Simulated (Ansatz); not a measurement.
# Ru: relaxing the structure by PAW and LAPW

Where does Ru settle (atoms shaken by about 0.05 Å, then relaxed with the cell), by PAW and LAPW? Both runs start alike, so that frozen cores can be judged against all electrons.

Method: DFT PBEsol, scalar-relativistic, in Ansatz 0.2.0.

## Step 1: The starting structure

It takes space group P-1 (No. 2, triclinic). The conventional cell has a = 2.706 Å, b = 2.706 Å, c = 4.282 Å, α = 90.00°, β = 90.00°, γ = 120.00°. Ru (site symmetry 1) is surrounded by 12 Ru at 2.59 to 2.72 Å.

Cell or atoms stand a little off a more symmetric structure (P6_3/mmc at a tolerance of 0.3 Å), so results at this geometry aren't those of that ideal crystal.

Structure file:

```xyz
2
Lattice="2.7058 0.0000 0.0000 -1.3529 2.3433 0.0000 0.0000 0.0000 4.2819" Properties=species:S:1:pos:R:3 pbc="T T T"
Ru   -0.0407    1.6041    1.1094
Ru    1.3899    0.8195    3.2202
```

Atoms are numbered in the order of the input: Ru1, Ru2.

## Step 2: Frozen-core PAW

Contents of input.yaml:

```yaml
crystal:
  lattice:
    - [2.7058, 0.0, 0.0]
    - [-1.3529, 2.3432915376, 0.0]
    - [0.0, 0.0, 4.2819]
  atoms:
    - { symbol: Ru, position: [0.3272430433, 0.6845396667, 0.25908842] }
    - { symbol: Ru, position: [0.6885344967, 0.3497413733, 0.75204758] }
kpoints:
  mp_grid: { grid: [9, 9, 5] }
scf:
  occupations: { method: fermi_dirac, width: 0.05 }
hamiltonian:
  xc: pbesol
  pseudopotentials: { kind: paw }
output:
  forces: true
  stress: true
  efg: { contact_densities: true }
relax:
  f_tol: 0.01
  max_steps: 80
  cell: {}
```

Run with:

```console
$ ansatz run input.yaml --threads 1 --pin off --max-ram 2048MiB --backend cpu --events-out ev --progress --plain --runs-dir out
```

## Step 4: LAPW, all electrons

Changes to input.yaml since step 2:

```diff
@@ -14,3 +14,3 @@
   xc: pbesol
-  pseudopotentials: { kind: paw }
+  pseudopotentials: { kind: all_electron, lapw: { basis_error: 0.001 } }
 output:
@@ -18,3 +18,2 @@
   stress: true
-  efg: { contact_densities: true }
 relax:
```

(Steps that only read results are left out.)

**Question.** What will these runs give? Wanted: PAW: cell; PAW: volume; PAW: energy gained; PAW: accepted moves; PAW: space group; LAPW: cell; LAPW: volume; LAPW: energy gained; LAPW: accepted moves.

The runs gave:

| quantity | value |
| --- | --- |
| PAW: cell | a = 2.688 Å, b = 2.688 Å, c = 4.254 Å, α = 90.00°, β = 90.00°, γ = 120.00° |
| PAW: volume | 13.312 Å³/atom |
| PAW: energy gained | 18.1 meV/atom |
| PAW: accepted moves | 4 |
| PAW: space group | P-1 → P6_3/mmc |
| LAPW: cell | a = 2.688 Å, b = 2.688 Å, c = 4.254 Å, α = 90.00°, β = 90.00°, γ = 120.00° |
| LAPW: volume | 13.312 Å³/atom |
| LAPW: energy gained | 18.1 meV/atom |
| LAPW: accepted moves | 4 |
| LAPW: space group | P-1 → P6_3/mmc |

By PAW the volume changes by -1.9 % in 4 moves, and the energy falls by 18.1 meV/atom. PAW's final volume lies less than 0.01 % from LAPW's, and its energy gain differs from LAPW's by less than 0.1 meV/atom. LAPW took about 8 times as long as PAW (4.5 min against 33 s, on a shared host and with the outputs that each input asks for).
